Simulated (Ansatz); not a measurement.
An input for Ansatz 0.2.0 (SnTe):

Contents of input.yaml:

```yaml
crystal:
  lattice:
    - [0.0, 3.15085, 3.15085]
    - [3.15085, 0.0, 3.15085]
    - [3.15085, 3.15085, 0.0]
  atoms:
    - { symbol: Te, position: [0.5, 0.5, 0.5], spin: 0.5 }
    - { symbol: Sn, position: [0.0, 0.0, 0.0] }
hamiltonian:
  xc: pbesol
  pseudopotentials: { kind: nc, accuracy: standard, xc_functional: pbesol }
  dispersion: d4
magnetization:
  spin_polarized: true
kpoints:
  mp_grid: { grid: [7, 7, 7] }
scf:
  occupations: { method: fixed }
output:
  forces: true
  stress: true
  eigenvalues: true
```

Potentials or basis: PseudoDojo PBEsol.

The run is started by

```console
$ ansatz run input.yaml --threads 1 --pin off --max-ram 2560MiB --backend cpu --events-out ev --progress --plain --runs-dir out
```

Question: How does this run end?

Answer: The run stopped without a result. It printed:

Output:

```text
Error: inconsistent input (scf.occupations.method, magnetization): a σ = 0 step fill (method: fixed, or a smearing width below the step floor) with no hard lock on the total moment puts the same N_el/2 bands in each spin channel, which gives a total moment of zero, but the starting moments sum to +0.5000 μB; make the starting moments (crystal.atoms[].spin / magnetization.per_species / magnetization.initial_magnetization) sum to zero, or set magnetization.spin_locking.lock_magnetization: hard with an even integer magnetization.initial_magnetization, or use a smearing method with a finite width, such as fermi_dirac
```
